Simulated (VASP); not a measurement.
A run of VASP 6.6.1 is set up as follows.

Contents of INCAR:

```
PREC = Accurate ; ENCUT = 600
EDIFF = 1E-7 ; ISMEAR = 0
SIGMA = 0.03 ; LREAL = F
LASPH = T ; NELM = 80
ALGO = Fast ; ISIF = 2
LWAVE = F ; LCHARG = F
GGA = PS ; IBRION = 2
NSW = 40 ; EDIFFG = -0.01
```

Contents of KPOINTS:

```
Automatic mesh
0
Gamma
  10 10 10
```

POSCAR

```
BAs                                     
1.0
    0.0000000000      2.4043183418      2.4043183418
    2.4043183418      0.0000000000      2.4043183418
    2.4043183418      2.4043183418      0.0000000000
  B               As            
     1     1
Direct
     0.0000000000000000    0.0000000000000000    0.0000000000000000
     0.2500000000000000    0.2500000000000000    0.2500000000000000
```

Potentials or basis: VASP PAW PBE potentials, release 64 (B, As).

The run is started by

```bash
$ cat potpaw_PBE.64/B/POTCAR potpaw_PBE.64/As/POTCAR > POTCAR
$ mpirun -np 1 vasp_std > vasp.out
```

Q: What does it give for the band gap on the k mesh?

A: 1.10 eV, indirect (least direct gap 3.22 eV).

Final structure:
```cif
data_structure
_symmetry_space_group_name_H-M 'P 1'
_symmetry_Int_Tables_number 1
_cell_length_a 3.4002
_cell_length_b 3.4002
_cell_length_c 3.4002
_cell_angle_alpha 60.000
_cell_angle_beta 60.000
_cell_angle_gamma 60.000
_cell_volume 27.80
loop_
_atom_site_label
_atom_site_type_symbol
_atom_site_fract_x
_atom_site_fract_y
_atom_site_fract_z
_atom_site_occupancy
B1 B 0.00000 0.00000 0.00000 1
As1 As 0.25000 0.25000 0.25000 1
```

Caveat: the relaxation stopped at its first step, so nothing moved. A k mesh can miss the band edges.
